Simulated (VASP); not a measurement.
# From VASP inputs to Ansatz: SiC (distorted rocksalt)

INCAR

```
ISIF = 2
SIGMA = 0.02
GGA = PS
LWAVE = .FALSE.
IBRION = -1
NBANDS = 11
ISMEAR = -1
EDIFF = 1E-7
PREC = Accurate
NSW = 0
LREAL = .FALSE.
LCHARG = .FALSE.
LASPH = .TRUE.
NELM = 120
ENCUT = 520
```

KPOINTS

```
KPOINTS created by Atomic Simulation Environment
0
Gamma
10 10 10
0 0 0
```

POSCAR

```
Si C
 1.0000000000000000
    -0.0444000000000000    1.9720000000000000    1.9421999999999999
     2.0186999999999999   -0.0989000000000000    1.9966999999999999
     1.9864999999999999    1.9943000000000000   -0.0668000000000000
 Si  C
   1   1
Cartesian
  1.9516700100000000  1.9732917699999999 -0.0082168700000000
  2.1014865899999999  1.7588326900000000  1.7757595999999998
```

VASP ran with the recommended PBE PAW datasets (8 valence electrons in the cell).

Question: Translate these files to an Ansatz input.

Answer: 

```yaml
crystal:
  lattice:
    - [-0.0444, 1.972, 1.9422]
    - [2.0187, -0.0989, 1.9967]
    - [1.9865, 1.9943, -0.0668]
  atoms:
    - { symbol: Si, position: [0.0182, 0.0107, 0.972] }
    - { symbol: C, position: [0.3861, 0.5314, 0.5265] }
kpoints:
  mp_grid: { grid: [10, 10, 10] }
hamiltonian:
  xc: pbesol
scf:
  occupations: { method: fermi_dirac, width: 0.02 }
  n_extra_bands: 4
output:
  forces: true
  stress: true
  eigenvalues: true
```

Other inputs would serve too.

```json
{"": "gap between bands v and c on the k mesh", "VASP": "-1.95 eV (bands overlap: a metal)", "Ansatz": "-1.94 eV (bands overlap: a metal)"}
{"": "least direct gap on the k mesh", "VASP": "2.11 eV", "Ansatz": "2.11 eV"}
{"": "pressure", "VASP": "18.4 GPa", "Ansatz": "17.8 GPa"}
{"": "largest force", "VASP": "2.01 eV/Å", "Ansatz": "1.99 eV/Å"}
```

Datasets and cutoffs are each program's own. VASP's cell holds 8 valence electrons and Ansatz's 8. Ansatz's stress includes a Pulay correction; VASP's doesn't.
